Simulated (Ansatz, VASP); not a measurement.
**BeS: VASP beside Ansatz**

Contents of INCAR:

```
PREC = Accurate ; ENCUT = 520
EDIFF = 1E-6 ; ISMEAR = -1
SIGMA = 0.02 ; LREAL = False
LASPH = True ; NELM = 100
ALGO = Normal ; ISIF = 2
LWAVE = False ; LCHARG = False
GGA = PE ; NBANDS = 11
```

File KPOINTS:

```
Automatic mesh
0
Gamma
  10 10 10
```

Contents of POSCAR:

```
BeS
1.0
    0.0000000000      2.5114737379      2.5114737379
    2.5114737379      0.0000000000      2.5114737379
    2.5114737379      2.5114737379      0.0000000000
Be S
1 1
Direct
    0.0000000000      0.0000000000      0.0000000000
    0.2500000000      0.2500000000      0.2500000000
```

Input for Ansatz:

```yaml
crystal:
  lattice:
    - [0.0, 2.5114737379, 2.5114737379]
    - [2.5114737379, 0.0, 2.5114737379]
    - [2.5114737379, 2.5114737379, 0.0]
  atoms:
    - { symbol: Be, position: [0.0, 0.0, 0.0] }
    - { symbol: S, position: [0.25, 0.25, 0.25] }
kpoints:
  mp_grid: { grid: [10, 10, 10] }
  band_path:
    path:
      - [0.0, 0.0, 0.0]
      - [-0.5, -0.5, 0.0]
      - [-0.375, -0.375, 0.25]
      - [-0.375, 0.0, 0.375]
      - [0.0, 0.0, 0.5]
      - [-0.5, -0.25, 0.25]
      - [-0.0375, 0.0, 0.0375]
    npoints: 1
hamiltonian:
  xc: pbe
scf:
  occupations: { method: fermi_dirac, width: 0.02 }
  n_extra_bands: 4
output:
  forces: true
  stress: true
  eigenvalues: true
```

Change from the starting cell: hydrostatic strain +3.2%.

Alike in both runs: task single point; functional PBE; k mesh 10 × 10 × 10; occupations fermi-dirac, width 0.02 eV; no spin polarisation.

```csv
,VASP,Ansatz
version,VASP 6.6.1,Ansatz 0.2.0
potentials or method,"VASP PAW PBE potentials, release 64 (Be, S)","plane waves, PAW"
plane-wave cutoff (eV),520,420
valence electrons in the cell,8,8
```

```tsv
	VASP	Ansatz	Ansatz less VASP
gap on the k mesh at the Fermi level (eV)	3.32	3.32	-0.001
pressure (GPa)	-7.0	-7.0	-0.01
```

A k mesh can miss the band edges.
